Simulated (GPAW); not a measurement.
## Moving the functional in HgTe

```
Hg Te
1.0
     2.99252   -3.46693    0.00000
     2.99252    3.46693    0.00000
     0.00000    0.00000    5.79816
Hg Te
2 2
Direct
  0.65695 0.34305 0.25000
  0.34305 0.65695 0.75000
  0.21519 0.78481 0.25000
  0.78481 0.21519 0.75000
```

Measurements of this composition are mostly on another form, of space group No. 216.

Kept alike: task band structure; k mesh 5 × 5 × 4; occupations fermi-dirac, width 0.05 eV; no spin polarisation. Program: GPAW, potentials by row: the program's PAW data sets (release 1.2.1) made for this functional (LDA); PAW data sets generated for this functional (PBEsol); GPAW PAW data sets (gpaw-data 1.2.1) (r2SCAN on files made for PBE), cutoff 600 eV. The mesh is that of the run's cell of 4 atoms. No spin-orbit coupling.

| run | pressure (GPa) |
| --- | --- |
| A | -3.25 |
| B | -4.86 |
| C | -1.17 |

Pressure is positive in compression; the values hold the error of the finite cutoff, so their zero can differ a little from the energy's minimum. For a metal such a mesh leaves the last digits unconverged.

Problem. The runs differ in the functional (and the potentials named above) alone: LDA; PBEsol; r2SCAN. Which run is which?

Solution. Run A is PBEsol; run B is LDA; run C is r2SCAN. The pressure runs from -4.86 (LDA) to -1.17 GPa (r2SCAN).
